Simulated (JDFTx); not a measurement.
Crystal: Cu.

```
CELL_PARAMETERS angstrom
0.00000 1.80750 1.80750
1.80750 0.00000 1.80750
1.80750 1.80750 0.00000
ATOMIC_POSITIONS crystal
Cu 0.00000 0.00000 0.00000
```

```yaml
Program: JDFTx 1.7.0 (patched build)
Task: relaxation of cell and atoms
Functional: revPBE
Potentials_or_basis: SG15-PBE-1.2 with smoothed tails
Cutoff: 1361 eV
Density_cutoff: 5442 eV
k_mesh: 6 × 6 × 6
Occupations: fermi-dirac, width 0.05 eV
Spin: no spin polarisation
```

At the start: pressure 7.6 GPa; volume 11.81 Å³/atom.

Q: Where does the relaxation end?

A: Over 6 steps the energy falls by 14.6 meV/atom and the volume is 12.46 Å³/atom (+5.5 %); space group Fm-3m (No. 225, to 0.05 Å).

The path:
```tsv
step	energy change (eV)	largest force (eV/Å)	pressure (GPa)	volume (Å³)
1	0.0000	0.0000	7.60	11.81
2	-0.0050	0.0000	6.01	11.93
3	-0.0144	0.0000	0.73	12.39
4	-0.0146	0.0000	0.15	12.45
5	-0.0146	0.0000	0.01	12.46
6	-0.0146	0.0000	0.00	12.46
```

Final structure:
```
CELL_PARAMETERS angstrom
0.00000 1.84005 1.84005
1.84005 0.00000 1.84005
1.84005 1.84005 0.00000
ATOMIC_POSITIONS crystal
Cu 0.00000 0.00000 0.00000
```

Caveat: the k mesh is coarse (spacing up to 0.50 Å⁻¹), so the values aren't converged; the potentials were made for another functional, which shifts forces and pressure.
